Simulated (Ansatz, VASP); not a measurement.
# One calculation of Ge, two programs

File POSCAR:

```
Ge
1.0
    1.4064019120     -2.6177384622      0.0000000000
    1.4064019120      2.6177384622      0.0000000000
    0.0000000000      0.0000000000      2.7161006002
Ge
1
Direct
    0.5000000000      0.5000000000      0.0000000000
```

INCAR.step1

```
PREC     = Accurate       # precision mode
ENCUT    = 520            # plane-wave cutoff, eV
ISMEAR   = -1             # smearing method
SIGMA    = 0.05           # smearing width, eV
LREAL    = F              # projectors in reciprocal space
LASPH    = T              # aspherical terms in the spheres
NELM     = 60             # most SCF steps
NBANDS   = 13             # bands
GGA      = PE             # functional
ALGO     = Normal         # electronic algorithm
EDIFF    = 1E-4           # SCF threshold, eV
LWAVE    = T              # write WAVECAR
LCHARG   = F              # write CHGCAR
```

The input INCAR.step2:

```
PREC     = Accurate       # precision mode
ENCUT    = 520            # plane-wave cutoff, eV
EDIFF    = 1E-6           # SCF threshold, eV
ISMEAR   = -1             # smearing method
SIGMA    = 0.05           # smearing width, eV
LREAL    = F              # projectors in reciprocal space
LASPH    = T              # aspherical terms in the spheres
NELM     = 60             # most SCF steps
ALGO     = Normal         # electronic algorithm
ISIF     = 2              # what is computed and relaxed
LWAVE    = F              # write WAVECAR
LCHARG   = F              # write CHGCAR
METAGGA  = R2SCAN         # meta-GGA
LMIXTAU  = T            
NBANDS   = 13             # bands
ISTART   = 1
```

File KPOINTS:

```
regular mesh
0
Gamma
  11 11 10
```

The input input.yaml:

```yaml
crystal:
  lattice:
    - [1.406401912, -2.6177384622, 0.0]
    - [1.406401912, 2.6177384622, 0.0]
    - [0.0, 0.0, 2.7161006002]
  atoms:
    - { symbol: Ge, position: [0.5, 0.5, 0.0] }
hamiltonian:
  xc: r2scan
  pseudopotentials: { kind: paw }
kpoints:
  mp_grid: { grid: [11, 11, 10] }
scf:
  occupations: { method: fermi_dirac, width: 0.05 }
output:
  forces: true
  stress: true
  eigenvalues: true
```

This isn't the form of Ge at room conditions, which is diamond.

Alike in both runs: task single point; functional r2SCAN; k mesh 11 × 11 × 10; occupations fermi-dirac, width 0.05 eV; no spin polarisation.

```csv
,VASP,Ansatz
version,VASP 6.6.1,Ansatz 0.2.0
potentials or method,"VASP PAW PBE potentials, release 64 (Ge_d)",Ansatz PAW
plane-wave cutoff (eV),520,500
valence electrons in the cell,14,14
```

Ansatz gave:

```
gap on the k mesh at the Fermi level (eV)       : none
pressure (GPa)                                  : -4.2
largest component of the traceless stress (GPa) : 1.56
```

Question: What did VASP give for the same quantities?

Answer: gap on the k mesh at the Fermi level (eV): none; pressure (GPa): -4.3; largest component of the traceless stress (GPa): 1.53.

A gap of «none» marks a metal or a gap that the smearing closes. The functional is the same, so the differences come from potentials, cutoffs and numerics.

Caveats: the PAW data sets were made with another functional, which shifts forces and pressure a little (VASP); the PAW data sets come from PBE, with cores solved anew for the run's functional, which leaves a small shift of forces and pressure (Ansatz).
